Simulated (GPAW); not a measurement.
Runs of GPAW 26.7.0 on SiC. It takes space group P6_3mc (No. 186, hexagonal). Conventional cell: a = 3.076 Å, b = 3.076 Å, c = 10.071 Å, α = 90.00°, β = 90.00°, γ = 120.00°. Si (site symmetry 3m) is surrounded by 4 C at 1.88 to 1.89 Å. Si (site symmetry 3m) has 4 C at 1.88 to 1.89 Å as nearest neighbours. C (site symmetry 3m) has 4 Si at 1.88 to 1.89 Å as nearest neighbours. Around C (site symmetry 3m) lie 4 Si at 1.88 to 1.89 Å. The cell is a database's computed one.

```csv
task,level,potentials or basis,cell,optimizer,fmax,max steps,band path,band points,gap on the mesh (eV),pressure (GPa),relaxed volume (Å³/atom),largest force (eV/Å)
relaxation of cell and atoms,mBEEF,"GPAW PAW data sets (gpaw-data 1.2.1), pw",relaxed,LBFGS,0.01 eV/Å,60,-,-,2.70,0.0,10.33,-
band structure,r2SCAN,"GPAW PAW data sets (gpaw-data 1.2.1), pw",as given,-,-,-,"GMKGALHA,LM,KH",60,2.63,(a),-,0.01
relaxation of cell and atoms,PBEsol+D3(BJ),"PAW data sets generated in the run's folder for this functional, pw",relaxed,BFGS,0.01 eV/Å,60,-,-,(b),0.0,10.21,0.01
relaxation of cell and atoms,TPSS,"GPAW PAW data sets (gpaw-data 1.2.1), pw",relaxed,BFGS,0.02 eV/Å,100,-,-,2.20,0.0,10.47,0.01
relaxation of cell and atoms,MS2,"GPAW PAW data sets (gpaw-data 1.2.1), pw",relaxed to 1 GPa,BFGS,0.01 eV/Å,40,-,-,2.55,1.0,-,-
```

Alike in all rows: no spin polarisation; k mesh 6 × 6 × 2; cutoff (eV) 800; smearing fermi-dirac 0.05 eV.

Q: Fill in the values left out.

A: (a) 1.6; (b) 2.11.

Caveats: later steps reuse the first step's grids (some runs); the PAW data sets were made with another functional, which shifts forces and pressure a little (some runs).

A k mesh can miss the band edges.
